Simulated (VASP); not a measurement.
Set up this calculation in VASP 6.6.1, as the native input.

- Task: single point
- Functional: HSE06
- Potentials or basis: VASP PAW PBE potentials, release 64 (Pt, Te)
- Cutoff: 450 eV
- k mesh: 4 × 4 × 4
- Occupations: gaussian, width 0.05 eV
- Spin: collinear spin, antiferromagnetic start
- Starting moments: [0.5, -0.5, 0.0, 0.0] μB
- Grid for exact exchange (PRECFOCK): Fast
- Screening parameter: 0.2 1/A
- Further INCAR settings: ALGO = Normal; EDIFF = 1e-06

Crystal: TePt.

```
Pt Te
1.0
     1.98157    1.14406    6.66103
    -1.98157    1.14406    6.66103
     0.00000   -2.28812    6.66103
Pt Te
2 2
Direct
  0.87033 0.87033 0.87033
  0.12967 0.12967 0.12967
  0.59800 0.59800 0.59800
  0.40200 0.40200 0.40200
```

These files were run (other wordings do the same):

POSCAR

```
TePt
1.0
    1.9815662800      1.1440578300      6.6610310500
   -1.9815662800      1.1440578300      6.6610310500
    0.0000000000     -2.2881156500      6.6610310500
Pt Te
2 2
Direct
    0.8703333333      0.8703333333      0.8703333333
    0.1296666667      0.1296666667      0.1296666667
    0.5980000000      0.5980000000      0.5980000000
    0.4020000000      0.4020000000      0.4020000000
```

INCAR.step1

```
  PREC = Accurate
  ENCUT = 450
  EDIFF = 1E-5
  ISMEAR = 0
  SIGMA = 0.05
  LREAL = False
  LASPH = True
  NELM = 80
  ALGO = Normal
  ISIF = 2
  LWAVE = True
  ISPIN = 2
  MAGMOM = 0.5 -0.5 0 0
  LORBIT = 11
  LMAXMIX = 4
  GGA = PE
```

INCAR.step2

```
  PREC = Accurate
  ENCUT = 450
  EDIFF = 1E-6
  ISMEAR = 0
  SIGMA = 0.05
  LREAL = False
  LASPH = True
  NELM = 80
  ALGO = Normal
  ISIF = 2
  LWAVE = False
  LCHARG = True
  ISPIN = 2
  MAGMOM = 0.5 -0.5 0 0
  LORBIT = 11
  LMAXMIX = 4
  GGA = PE
  LHFCALC = True
  HFSCREEN = 0.2
  PRECFOCK = Fast
  LELF = True
  LVHAR = True
  ISTART = 1
```

KPOINTS

```
Automatic mesh
0
Gamma
  4 4 4
```

Potentials or basis: VASP PAW PBE potentials, release 64 (Pt, Te).

Run with:

```sh
$ cat potpaw_PBE.64/Pt/POTCAR potpaw_PBE.64/Te/POTCAR > POTCAR
$ cp INCAR.step1 INCAR
$ mpirun -np 1 vasp_std > vasp.out
$ cp INCAR.step2 INCAR
$ mpirun -np 1 vasp_std > vasp.out
```

It gave:

```
Pressure                                              : 0.2 GPa
Largest force                                         : 0.282 eV/Å
Band gap on the k mesh                                : none (metal or under the smearing width)
Net moment                                            : 0.00 μB per cell
Valence electrons inside the program's atomic spheres : Pt 9.51; Te 3.42
```

Caveat: the k mesh is coarse (spacing up to 0.46 Å⁻¹), so the values aren't converged, least of all with exact exchange; the PAW data sets were made with another functional, which shifts forces and pressure a little.

Wall time 79 min on 1 thread of Intel(R) Xeon(R) Platinum 8488C (Sapphire Rapids) (shared host), peak memory 0.55 GiB.
